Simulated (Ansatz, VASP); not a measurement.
**Two plane-wave programs on Sn**

The input INCAR:

```
SYSTEM = Sn
ALGO = Normal ; EDIFF = 1E-6
ENCUT = 520 ; GGA = PE
ISIF = 2 ; ISMEAR = 0
IVDW = 12 ; LASPH = .True.
LCHARG = .True. ; LELF = .True.
LREAL = .False. ; LVHAR = .True.
LWAVE = .False. ; NBANDS = 13
NELM = 100 ; PREC = Accurate
SIGMA = 0.1
```

File KPOINTS:

```
k-points
0
Gamma
  8 8 8
  0 0 0
```

File POSCAR:

```
Sn
1.0
   -1.7265390000      1.7755470000      2.3383420000
    1.7265390000     -1.7755470000      2.3383420000
    1.7265390000      1.7755470000     -2.3383420000
Sn
1
Direct
    0.0000000000      0.0000000000      0.0000000000
```

Input for Ansatz:

```yaml
crystal:
  lattice:
    - [-1.726539, 1.775547, 2.338342]
    - [1.726539, -1.775547, 2.338342]
    - [1.726539, 1.775547, -2.338342]
  atoms:
    - { symbol: Sn, position: [0.0, 0.0, 0.0] }
basis:
  ecutwfc: 420
kpoints:
  mp_grid: { grid: [8, 8, 8] }
hamiltonian:
  xc: pbe
  dispersion: d3bj
scf:
  occupations: { method: gaussian, width: 0.1 }
output:
  forces: true
  stress: true
  eigenvalues: true
```

This isn't the form of Sn at room conditions, which is tetragonal (white tin).

Alike in both runs: task single point; functional PBE; dispersion D3(BJ); k mesh 8 × 8 × 8; occupations gaussian, width 0.1 eV; no spin polarisation.

|  | VASP | Ansatz |
| --- | --- | --- |
| version | VASP 6.6.1 | Ansatz 0.2.0 |
| potentials or method | VASP PAW PBE potentials, release 64 (Sn_d) | scalar-relativistic, plane waves, PAW |
| plane-wave cutoff (eV) | 520 | 420 |
| valence electrons in the cell | 14 | 14 |

Ansatz gave:

| Quantity | Value |
| --- | --- |
| gap on the k mesh at the Fermi level (eV) | none |
| pressure (GPa) | -3.2 |
| largest component of the traceless stress (GPa) | 0.58 |

Task: What did VASP give for the same quantities?

Result: gap on the k mesh at the Fermi level (eV): none; pressure (GPa): -3.3; largest component of the traceless stress (GPa): 0.58.

A gap of «none» marks a metal or a gap that the smearing closes. With one functional, cell and mesh, what is left measures potentials, basis and numerics.

Caveats: pairwise dispersion overbinds metals, which lowers pressure and volume.
